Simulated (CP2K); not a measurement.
# Mo (Im-3m) in CP2K: notebook

The runs below take Mo through band structure, with LDA, PBEsol.

Program: CP2K 2026.2. These are calculated values, not measurements. Logs are shortened: lines on timing, memory, paths and dates and some standing lists are left out, and cuts for length are marked.

### Step 1. Starting point

The structure is cubic, space group Im-3m (No. 229). The conventional cell has a = 3.168 Å, b = 3.168 Å, c = 3.168 Å, α = 90.00°, β = 90.00°, γ = 90.00°. Mo (site symmetry m-3m) is surrounded by 8 Mo at 2.74 Å.

### Step 2. Band structure, LDA

The input, mo_bands.inp:

```
&GLOBAL
  PROJECT mo_bands
  RUN_TYPE ENERGY_FORCE
  PRINT_LEVEL LOW
&END GLOBAL
&FORCE_EVAL
  METHOD QS
  STRESS_TENSOR ANALYTICAL
  &DFT
    BASIS_SET_FILE_NAME BASIS_MOLOPT_UZH
    POTENTIAL_FILE_NAME GTH_POTENTIALS
    &MGRID
      CUTOFF 450
      REL_CUTOFF 60
      NGRIDS 4
    &END MGRID
    &QS
      METHOD GPW
      EPS_DEFAULT 1.0E-10
    &END QS
    &KPOINTS
      SCHEME MONKHORST-PACK 12 12 12
      GAMMA_CENTERED T
      SYMMETRY T
      SYMMETRY_BACKEND SPGLIB
    &END KPOINTS
    &SCF
      SCF_GUESS ATOMIC
      EPS_SCF 1.0E-6
      MAX_SCF 100
      ADDED_MOS 11
      CHOLESKY OFF
      EPS_EIGVAL 1.0E-7
      &DIAGONALIZATION ON
        ALGORITHM STANDARD
      &END DIAGONALIZATION
      &MIXING ON
        METHOD BROYDEN_MIXING
        ALPHA 0.4
        BETA 1.5
        NBUFFER 8
      &END MIXING
      &SMEAR ON
        METHOD FERMI_DIRAC
        ELECTRONIC_TEMPERATURE 300.56
      &END SMEAR
    &END SCF
    &XC
      &XC_FUNCTIONAL
        &LDA_X
        &END LDA_X
        &LDA_C_PW
        &END LDA_C_PW
      &END XC_FUNCTIONAL
    &END XC
    &PRINT
      &KPOINTS ON
      &END KPOINTS
      &MULLIKEN ON
      &END MULLIKEN
      &MO ON
        ENERGIES T
        OCCUPATION_NUMBERS T
        &EACH
          QS_SCF 0
        &END EACH
        ADD_LAST NUMERIC
      &END MO
      &BAND_STRUCTURE
        FILE_NAME bands.bs
        ADDED_MOS 6
        &KPOINT_SET
          UNITS B_VECTOR
          NPOINTS 6
          SPECIAL_POINT GAMMA 0.00000000 0.00000000 0.00000000
          SPECIAL_POINT H 0.50000000 -0.50000000 0.50000000
          SPECIAL_POINT N 0.00000000 0.00000000 0.50000000
          SPECIAL_POINT GAMMA 0.00000000 0.00000000 0.00000000
          SPECIAL_POINT P 0.25000000 0.25000000 0.25000000
          SPECIAL_POINT H 0.50000000 -0.50000000 0.50000000
        &END KPOINT_SET
        &KPOINT_SET
          UNITS B_VECTOR
          NPOINTS 6
          SPECIAL_POINT P 0.25000000 0.25000000 0.25000000
          SPECIAL_POINT N 0.00000000 0.00000000 0.50000000
        &END KPOINT_SET
      &END BAND_STRUCTURE
    &END PRINT
  &END DFT
  &SUBSYS
    &CELL
      A 2.7432376088 0.0000000000 0.0000000000
      B -0.9144125363 2.5863492208 0.0000000000
      C -0.9144125363 -1.2931746104 2.2398441283
      PERIODIC XYZ
    &END CELL
    &COORD
      SCALED
      Mo  0.0000000000 0.0000000000 0.0000000000
    &END COORD
    &KIND Mo
      BASIS_SET TZVP-MOLOPT-PBE-GTH-q14
      POTENTIAL GTH-PADE-q14
    &END KIND
    &PRINT
      &ATOMIC_COORDINATES ON
      &END ATOMIC_COORDINATES
      &CELL ON
      &END CELL
      &SYMMETRY ON
      &END SYMMETRY
    &END PRINT
  &END SUBSYS
  &PRINT
    &FORCES ON
    &END FORCES
    &STRESS_TENSOR ON
    &END STRESS_TENSOR
  &END PRINT
&END FORCE_EVAL
```

Potentials or basis: GTH_POTENTIALS Mo GTH-PADE-q14; TZVP-MOLOPT-PBE-GTH basis.

Launch:

```bash
> OMP_NUM_THREADS=2 cp2k.psmp -i mo_bands.inp -o mo_bands.out
```

mo_bands.out:

```text

 CP2K| version string:                                       CP2K version 2026.2
 CP2K| Input file name                                              mo_bands.inp

 GLOBAL| Force Environment number                                              1
 GLOBAL| Basis set file name                                    BASIS_MOLOPT_UZH
 GLOBAL| Potential file name                                      GTH_POTENTIALS
 GLOBAL| MM Potential file name                                     MM_POTENTIAL
 GLOBAL| Coordinate file name                                      __STD_INPUT__
 GLOBAL| Method name                                                        CP2K
 GLOBAL| Project name                                                   mo_bands
 GLOBAL| Run type                                                   ENERGY_FORCE
 GLOBAL| FFT library                                                       FFTW3
 GLOBAL| Diagonalization library                                       ScaLAPACK
 GLOBAL| Cholesky decomposition library                                ScaLAPACK
 GLOBAL| DGEMM library                                                      BLAS
 GLOBAL| Direct generalized diagonalization requested                          F
 GLOBAL| Matrix multiplication library                                 ScaLAPACK
 GLOBAL| Global print level                                                  LOW
 GLOBAL| Total number of message passing processes                             1
 GLOBAL| Number of threads for this process                                    2
 GLOBAL| CPU model name                                                  UNKNOWN

 CELL| Volume [angstrom^3]:                                            15.891628
 CELL| Vector a [angstrom]:       2.743     0.000     0.000   |a| =     2.743238
 CELL| Vector b [angstrom]:      -0.914     2.586     0.000   |b| =     2.743238
 CELL| Vector c [angstrom]:      -0.914    -1.293     2.240   |c| =     2.743238
 CELL| Angle (b,c), alpha [degree]:                                   109.471221
 CELL| Angle (a,c), beta  [degree]:                                   109.471221
 CELL| Angle (a,b), gamma [degree]:                                   109.471221
 CELL| Numerically orthorhombic:                                              NO
 CELL| Periodicity                                                           XYZ

 CELL_REF| Volume [angstrom^3]:                                        15.891628
 CELL_REF| Vector a [angstrom     2.743     0.000     0.000   |a| =     2.743238
 CELL_REF| Vector b [angstrom    -0.914     2.586     0.000   |b| =     2.743238
 CELL_REF| Vector c [angstrom    -0.914    -1.293     2.240   |c| =     2.743238
 CELL_REF| Angle (b,c), alpha [degree]:                               109.471221
 CELL_REF| Angle (a,c), beta  [degree]:                               109.471221
 CELL_REF| Angle (a,b), gamma [degree]:                               109.471221
 CELL_REF| Numerically orthorhombic:                                          NO
 CELL_REF| Periodicity                                                       XYZ

 GENERATE|  Preliminary Number of Bonds generated:                             0
 GENERATE|  Achieved consistency in connectivity generation.

 *******************************************************************************
 *******************************************************************************
 **            Copyright (C) by CP2K developers group (2000-2026)             **
 *******************************************************************************

 TOTAL NUMBERS AND MAXIMUM NUMBERS

  Total number of            - Atomic kinds:                                   1
                             - Atoms:                                          1
                             - Shell sets:                                     1
                             - Shells:                                        11
                             - Primitive Cartesian functions:                  6
                             - Cartesian basis functions:                     41
                             - Spherical basis functions:                     35

  Maximum angular momentum of- Orbital basis functions:                        3
                             - Local part of the GTH pseudopotential:          2
                             - Non-local part of the GTH pseudopotential:      4

 MODULE QUICKSTEP: ATOMIC COORDINATES IN ANGSTROM

   Atom Kind Element         X             Y             Z       Z(eff)     Mass
      1    1 Mo   42      0.000000      0.000000      0.000000  14.0000  95.9600

 Crystal Symmetry Information
       International Symbol:                                               Im-3m
       Point Group Symbol:                                                  m-3m
       Schoenflies Symbol:                                                  Oh^9
       Number of Symmetry Operations:                                         48

[... 34 lines left out ...]
 BRILLOUIN| Wavefunction type                                            COMPLEX
 BRILLOUIN| List of Kpoints [2 Pi/Bohr]                                       72
 BRILLOUIN| Number           Weight            X              Y              Z
 BRILLOUIN|     1           0.00463       -0.41667       -0.41667       -0.41667
 BRILLOUIN|     2           0.01389       -0.41667       -0.41667       -0.33333
 BRILLOUIN|     3           0.01389       -0.41667       -0.41667       -0.25000
 BRILLOUIN|     4           0.01389       -0.41667       -0.41667       -0.16667
 BRILLOUIN|     5           0.00694       -0.41667       -0.41667       -0.08333
 BRILLOUIN|     6           0.01389       -0.41667       -0.41667        0.33333
[... 32 lines left out ...]
 BRILLOUIN|    39           0.02778       -0.33333       -0.16667        0.00000
 BRILLOUIN|    40           0.01389       -0.33333       -0.16667        0.16667
 [... further k-points ...]
 *******************************************************************************

 Extrapolation method: initial_guess

 Number of electrons:                                                         14
 Number of occupied orbitals:                                                  7
 Number of molecular orbitals:                                                18

 Number of orbital functions:                                                 35
 Number of independent orbital functions:                                     35

 SCF WAVEFUNCTION OPTIMIZATION

  Step     Update method      Time    Convergence         Total energy    Change
  ------------------------------------------------------------------------------
     1 NoMix/Diag. 0.40E+00   11.8     2.10169924       -68.5238755267 -6.85E+01
     2 Broy./Diag. 0.40E+00    7.4     0.03739133       -69.2808645261 -7.57E-01
     3 Broy./Diag. 0.40E+00    7.4     0.07102007       -68.7286792075  5.52E-01
     4 Broy./Diag. 0.40E+00    7.4     0.00993314       -68.2140245490  5.15E-01
     5 Broy./Diag. 0.40E+00    7.5     0.00600426       -68.2296469986 -1.56E-02
     6 Broy./Diag. 0.40E+00    7.4     0.00025435       -68.2396923945 -1.00E-02
     7 Broy./Diag. 0.40E+00    7.4     0.00005042       -68.2378720863  1.82E-03
     8 Broy./Diag. 0.40E+00    7.4     0.00002619       -68.2378965773 -2.45E-05
     9 Broy./Diag. 0.40E+00    7.4     0.00000183       -68.2379298923 -3.33E-05
    10 Broy./Diag. 0.40E+00    7.4     0.00000371       -68.2379342333 -4.34E-06
    11 Broy./Diag. 0.40E+00    7.5     0.00000003       -68.2379323391  1.89E-06

  *** SCF run converged in    11 steps ***

  Electronic density on regular grids:        -13.9999999996        0.0000000004
  Core density on regular grids:               13.9999999993       -0.0000000007
  Total charge density on r-space grids:       -0.0000000003
  Total charge density g-space grids:          -0.0000000003

  Overlap energy of the core charge distribution:               0.00000000000000
  Self energy of the core charge distribution:               -128.58274229693052
  Core Hamiltonian energy:                                     29.72258295583713
  Hartree energy:                                              38.43837350918253
  Exchange-correlation energy:                                 -7.81612034855276
  Electronic entropic energy:                                  -0.00002615860948
  Fermi energy:                                                 0.61045335498016

  Total energy:                                               -68.23793233907379
  Total energy (extrapolated to T->0):                        -68.23791925976906

 MO| EIGENVALUES AND OCCUPATION NUMBERS FOR K POINT 1
 MO|
 MO|  Index      Eigenvalue [a.u.]        Eigenvalue [eV]             Occupation
 MO|      1              -1.597749             -43.476975               2.000000
 MO|      2              -0.679925             -18.501702               2.000000
 MO|      3              -0.679925             -18.501700               2.000000
 MO|      4              -0.664066             -18.070145               2.000000
 MO|      5               0.457916              12.460534               2.000000
 MO|      6               0.457916              12.460535               2.000000
[... 327 lines left out ...]
 MO|     17               1.829391              49.780265               0.000000
 MO|     18               2.058986              56.027848               0.000000
 MO| Sum:                                                              14.000000
 MO| E(Fermi):            0.610453 a.u.         16.611281 eV
 MO| Band gap:            0.147961 a.u.          4.026232 eV

 [... the levels of further k-points ...]

 !-----------------------------------------------------------------------------!
                     Mulliken Population Analysis

 #  Atom  Element  Kind  Atomic population                           Net charge
       1     Mo       1         14.000000                             -0.000000
 # Total charge                             14.000000                 -0.000000

 !-----------------------------------------------------------------------------!

 KPOINTS| Band Structure Calculation
 KPOINTS| Number of k-point sets                                               2
 KPOINTS| Number of added MOs/bands                                            6
 KPOINTS| Number of k-points in set    1                                      31
 KPOINTS| In units of b-vector [2pi/Bohr]
 KPOINTS| Special point     1       GAMMA     0.000000     0.000000     0.000000
 KPOINTS| Special point     2           H     0.500000    -0.500000     0.500000
 KPOINTS| Special point     3           N     0.000000     0.000000     0.500000
 KPOINTS| Special point     4       GAMMA     0.000000     0.000000     0.000000
 KPOINTS| Special point     5           P     0.250000     0.250000     0.250000
 KPOINTS| Special point     6           H     0.500000    -0.500000     0.500000
 KPOINTS| Number of k-points in set    2                                       7
 KPOINTS| In units of b-vector [2pi/Bohr]
 KPOINTS| Special point     1           P     0.250000     0.250000     0.250000
 KPOINTS| Special point     2           N     0.000000     0.000000     0.500000

 ENERGY| Total FORCE_EVAL ( QS ) energy [hartree]            -68.237932272384384

 FORCES| Atomic forces [hartree/bohr]
 FORCES|   Atom     x               y               z               |f|
 FORCES|      1  2.34049677E-14  9.64925330E-14 -3.65232460E-15   9.93576414E-14
 FORCES| Sum     2.34049677E-14  9.64925330E-14 -3.65232460E-15
 FORCES| Total atomic force                                       9.93576414E-14

 STRESS| Analytical stress tensor [bar]
 STRESS|                        x                   y                   z
 STRESS|      x       -1.26217815750E+05   1.16044508205E+00  -2.86922655979E-02
 STRESS|      y        1.16044508205E+00  -1.26231633546E+05  -1.04432735651E-02
 STRESS|      z       -2.86922655979E-02  -1.04432735651E-02  -1.26229284968E+05
 STRESS| 1/3 Trace                                            -1.26226244754E+05
 STRESS| Determinant                                          -2.01117093824E+15

 STRESS| Eigenvectors and eigenvalues of the analytical stress tensor [bar]
 STRESS|                        1                   2                   3
 STRESS| Eigenvalues  -1.26231730351E+05  -1.26229285016E+05  -1.26217718896E+05
 STRESS|      x          -0.083101967242      0.002811019768      0.996537084713
 STRESS|      y           0.996535648971     -0.003057721093      0.083110472697
 STRESS|      z           0.003280757645      0.999991374218     -0.002547178771
```

It took 99 s on 2 threads of Arm Neoverse V1, shared host; peak memory 0.29 GiB.

Results:

| Property | Result |
| --- | --- |
| Free energy | -1856.8486 eV |
| Pressure | -12.6 GPa |
| Band gap on the k mesh | none (metal or under the smearing width) |

Levels at the corners of the path, in eV from the Fermi level:
```csv
point,band 4,band 5,band 6,band 7,band 8,band 9,band 10,band 11
Γ,-34.15,-7.27,-1.29,-1.29,-1.29,1.69,1.69,17.92
H,-35.07,-5.32,-5.32,4.07,4.07,4.07,9.15,9.15
N,-34.15,-5.24,-3.30,1.59,1.72,2.34,4.83,11.57
Γ,-34.15,-7.27,-1.29,-1.29,-1.29,1.69,1.69,17.92
P,-34.82,-2.56,-2.56,-2.56,2.45,2.45,9.46,11.86
H,-35.07,-5.32,-5.32,4.07,4.07,4.07,9.15,9.15
P,-34.82,-2.56,-2.56,-2.56,2.45,2.45,9.46,11.86
N,-34.15,-5.24,-3.30,1.59,1.72,2.34,4.83,11.57
```

Caveat: the basis of atomic orbitals isn't converged, which shifts pressures, moduli and gaps.

### Step 3. Band structure, PBEsol

mo_bands.inp, as its differences from that of step 2:

```diff
@@ -10,3 +10,3 @@
     BASIS_SET_FILE_NAME BASIS_MOLOPT_UZH
-    POTENTIAL_FILE_NAME GTH_POTENTIALS
+    POTENTIAL_FILE_NAME POTENTIAL_UZH
     &MGRID
@@ -14,3 +14,3 @@
       REL_CUTOFF 60
-      NGRIDS 4
+      NGRIDS 5
     &END MGRID
@@ -18,3 +18,3 @@
       METHOD GPW
-      EPS_DEFAULT 1.0E-10
+      EPS_DEFAULT 1.0E-9
     &END QS
@@ -44,3 +44,3 @@
         METHOD FERMI_DIRAC
-        ELECTRONIC_TEMPERATURE 300.56
+        ELECTRONIC_TEMPERATURE [K] 580.226
       &END SMEAR
@@ -49,6 +49,6 @@
       &XC_FUNCTIONAL
-        &LDA_X
-        &END LDA_X
-        &LDA_C_PW
-        &END LDA_C_PW
+        &GGA_X_PBE_SOL
+        &END GGA_X_PBE_SOL
+        &GGA_C_PBE_SOL
+        &END GGA_C_PBE_SOL
       &END XC_FUNCTIONAL
@@ -68,8 +68,13 @@
       &END MO
+      &LOWDIN ON
+      &END LOWDIN
+      &HIRSHFELD ON
+        SHAPE_FUNCTION DENSITY
+      &END HIRSHFELD
       &BAND_STRUCTURE
         FILE_NAME bands.bs
-        ADDED_MOS 6
+        ADDED_MOS 2
         &KPOINT_SET
           UNITS B_VECTOR
-          NPOINTS 6
+          NPOINTS 10
           SPECIAL_POINT GAMMA 0.00000000 0.00000000 0.00000000
@@ -83,3 +88,3 @@
           UNITS B_VECTOR
-          NPOINTS 6
+          NPOINTS 10
           SPECIAL_POINT P 0.25000000 0.25000000 0.25000000
@@ -103,3 +108,3 @@
       BASIS_SET TZVP-MOLOPT-PBE-GTH-q14
-      POTENTIAL GTH-PADE-q14
+      POTENTIAL GTH-PBE-q14
     &END KIND
```

Potentials or basis: POTENTIAL_UZH Mo GTH-PBE-q14; TZVP-MOLOPT-PBE-GTH basis.

Launch:

```bash
> OMP_NUM_THREADS=2 cp2k.psmp -i mo_bands.inp -o mo_bands.out
```

It took 87 s on 2 threads of Arm Neoverse V1, shared host; peak memory 0.29 GiB.

Results (log left out):

```
Free energy            : -1843.3782 eV
Pressure               : -7.0 GPa
Band gap on the k mesh : none (metal or under the smearing width)
```

Levels at the corners of the path, in eV from the Fermi level:
```csv
point,band 4,band 5,band 6,band 7,band 8,band 9,band 10,band 11
Γ,-34.41,-7.18,-1.31,-1.31,-1.31,1.70,1.70,16.27
H,-35.37,-5.37,-5.37,4.07,4.07,4.07,9.11,9.11
N,-34.42,-5.26,-3.34,1.68,1.73,2.35,4.82,11.54
Γ,-34.41,-7.18,-1.31,-1.31,-1.31,1.70,1.70,16.27
P,-35.12,-2.55,-2.55,-2.55,2.47,2.47,9.40,11.71
H,-35.37,-5.37,-5.37,4.07,4.07,4.07,9.11,9.11
P,-35.12,-2.55,-2.55,-2.55,2.47,2.47,9.40,11.71
N,-34.42,-5.26,-3.34,1.68,1.73,2.35,4.82,11.54
```

Caveat: the potentials were made for another functional, which shifts forces and pressure; the basis of atomic orbitals isn't converged, which shifts pressures, moduli and gaps.
